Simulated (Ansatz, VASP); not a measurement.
Given: the input of a run of VASP 6.6.1 on Cd.

File POSCAR:

```
Cd
1.0
   -0.0370460000      2.1368480000      2.2802390000
    2.1783950000     -0.0258850000      2.2690790000
    2.1974550000      2.1447470000     -0.0449450000
Cd
1
Cartesian
    0.0000000000      0.0000000000      0.0000000000
```

File INCAR.step1:

```
  PREC = Accurate
  ENCUT = 520
  ISMEAR = 1
  SIGMA = 0.1
  LREAL = F
  LASPH = T
  NELM = 80
  ALGO = Normal
  ISIF = 2
  LWAVE = T
  LCHARG = F
  GGA = PE
  EDIFF = 1E-5
```

Contents of INCAR.step2:

```
  PREC = Accurate
  ENCUT = 520
  EDIFF = 1E-8
  ISMEAR = 1
  SIGMA = 0.1
  LREAL = F
  LASPH = T
  NELM = 80
  ALGO = Normal
  ISIF = 2
  LWAVE = F
  LCHARG = F
  GGA = PE
  LHFCALC = T
  AEXX = 0.25
  PRECFOCK = Fast
  LEFG = T
  ISTART = 1
```

File KPOINTS:

```
Automatic mesh
0
Gamma
  5 5 5
```

Potentials or basis: VASP PAW PBE potentials, release 64 (Cd).

The run is started by

```console
$ cat potpaw_PBE.64/Cd/POTCAR > POTCAR
$ cp INCAR.step1 INCAR
$ mpirun -np 1 vasp_std > vasp.out
$ cp INCAR.step2 INCAR
$ mpirun -np 1 vasp_std > vasp.out
```

Set up the same calculation for Ansatz 0.2.0. Potentials there: Ansatz PAW.

As run (the cutoff follows the program's own potentials):

Contents of input.yaml:

```yaml
crystal:
  lattice:
    - [-0.037046, 2.136848, 2.280239]
    - [2.178395, -0.025885, 2.269079]
    - [2.197455, 2.144747, -0.044945]
  atoms:
    - { symbol: Cd, position: [0.0, 0.0, 0.0] }
hamiltonian:
  xc: pbe0
  pseudopotentials: { kind: paw }
kpoints:
  mp_grid: { grid: [5, 5, 5] }
scf:
  occupations: { method: methfessel_paxton, width: 0.1 }
output:
  forces: true
  stress: true
  eigenvalues: true
  efg: {}
```

Potentials or basis: Ansatz PAW.

Launch:

```sh
$ ansatz run input.yaml --threads 2 --pin off --max-ram 5632MiB --backend cpu --events-out ev --progress --plain --runs-dir out
```

Both were run:

|  | VASP | Ansatz | Ansatz less VASP |
| --- | --- | --- | --- |
| gap on the k mesh at the Fermi level (eV) | none | none | - |
| pressure (GPa) | 0.8 | 0.7 | -0.16 |
| largest component of the traceless stress (GPa) | 2.88 | 2.87 | -0.011 |
| Vzz of the field gradient on the site that differs most (V/Å²) | -48.4 | -52.7 | -4.29 |

A gap of «none» marks a metal or a gap that the smearing closes. The functional is the same, so the differences come from potentials, cutoffs and numerics. The two sets of potentials don't hold the same shells in valence.

Caveats: the k mesh is coarse (spacing up to 0.49 Å⁻¹), so the values aren't converged, least of all with exact exchange; the PAW data sets were made with another functional, which shifts forces and pressure a little (VASP); the PAW data sets come from PBE, with cores solved anew for the run's functional, which leaves a small shift of forces and pressure (Ansatz); the thresholds are loose for stress (Ansatz).
